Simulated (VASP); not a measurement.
## Tc: single point with PBE

Tc:

```
Tc
1.0
     2.73658    0.00000    0.00000
    -1.36829    2.36995    0.00000
     0.00000    0.00000    4.39490
Tc
2
Cartesian
  0.0000 1.5800 1.0987
  1.3683 0.7900 3.2962
```

```yaml
Program: VASP 6.6.1
Task: single point
Functional: PBE
Potentials_or_basis: VASP PAW PBE potentials, release 64 (Tc_pv)
Cutoff: 520 eV
k_mesh: 14 × 14 × 8
Occupations: fermi-dirac, width 0.08 eV
Spin: no spin polarisation
Dipole_correction: no
Further_INCAR_settings: ALGO = Normal; EDIFF = 1e-06; NBANDS = 20
```

| Item | Value |
| --- | --- |
| Pressure | 3.4 GPa |
| Band gap on the k mesh | none (metal or under the smearing width) |

Stress tensor (GPa, compression positive):
```
3.94 0.00 0.00
0.00 3.94 0.00
0.00 0.00 2.35
```

Levels at points of the mesh, in eV from the Fermi level:
```
           k point  band 11  band 12  band 13  band 14  band 15  band 16
(0.00, 0.00, 0.00)    -1.49    -0.82    -0.82    -0.10    -0.10     1.69
(0.50, 0.00, 0.00)    -1.14    -0.91    -0.49     2.97     3.35     3.40
(0.00, 0.00, 0.50)    -1.67    -1.67    -1.67    -1.67     1.89     1.89
(0.50, 0.00, 0.50)     0.15     0.15     1.45     1.45     3.22     3.22
```

Run time: 59 s on 1 thread of Intel(R) Xeon(R) Platinum 8375C CPU @ 2.90GHz (Ice Lake), on a shared host, peak memory 0.17 GiB.
